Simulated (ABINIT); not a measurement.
The system is Nb.

```
CELL_PARAMETERS angstrom
-1.66395 1.66395 1.66395
1.66395 -1.66395 1.66395
1.66395 1.66395 -1.66395
ATOMIC_POSITIONS crystal
Nb 0.00000 0.00000 0.00000
```

Base run:

| Property | Result |
| --- | --- |
| Program | ABINIT 10.8.3 (patched build) |
| Functional | SCAN |
| Potentials or basis | JTH PAW PBE v2.0 |
| Cutoff | 517 eV |
| k mesh | 11 × 11 × 11 |
| Occupations | fermi-dirac, width 0.05 eV |
| Spin | no spin polarisation |

Its results: band gap on the k mesh none (metal or under the smearing width); pressure -4.7 GPa.

Q: After a change of settings the same cell gave: band gap on the k mesh none (metal or under the smearing width); pressure -8.5 GPa. Which change was it?
A. functional from SCAN to AM05
B. functional from SCAN to PBE; cutoff from 517 eV to 435 eV; fine-grid cutoff from 1034.03 eV to 870.764 eV
C. functional from SCAN to BLYP
D. functional from SCAN to RPBE

A: A.

Caveats: the PAW data sets were made with another functional, which shifts forces and pressure a little.
